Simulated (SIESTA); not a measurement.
Crystal: SnSe.

```
CELL_PARAMETERS angstrom
11.42000 0.00000 0.00000
0.00000 4.19000 0.00000
0.00000 0.00000 4.46000
ATOMIC_POSITIONS crystal
Sn 0.87700 0.75000 0.90900
Sn 0.62300 0.25000 0.40900
Sn 0.37700 0.75000 0.59100
Sn 0.12300 0.25000 0.09100
Se 0.64300 0.75000 0.98400
Se 0.85700 0.25000 0.48400
Se 0.14300 0.75000 0.51600
Se 0.35700 0.25000 0.01600
```

Base run:

| Quantity | Value |
| --- | --- |
| Program | SIESTA 5.4.2 |
| Functional | RPBE |
| Potentials or basis | PseudoDojo 0.4 standard (PBE files) |
| Basis | DZP (energy shift 0.003 Ry; two zetas on semicore shells) |
| Grid cutoff | 500 Ry |
| Energy shift | 0.003 Ry |
| k mesh | 3 × 6 × 6 |
| Occupations | fermi-dirac, width 0.05 eV |
| Spin | no spin polarisation |

Its results: band gap on the k mesh 0.57 eV, indirect (least direct gap 0.72 eV); pressure 5.7 GPa; largest force 0.774 eV/Å.

Task: The run is repeated on the same cell with these changes: functional from RPBE to PBEsol; potentials or basis from PseudoDojo 0.4 standard (PBE files) to PseudoDojo 0.4 standard (PBEsol files). What comes out?

Result: Band gap on the k mesh 0.49 eV, indirect (least direct gap 0.65 eV); pressure 1.0 GPa; largest force 0.634 eV/Å.

Caveats: spin-orbit coupling is left out, which moves the levels of the heavy elements; the basis of atomic orbitals isn't converged, which shifts pressures, moduli and gaps; the potentials were made for another functional, which shifts forces and pressure (some runs).

A k mesh can miss the band edges.
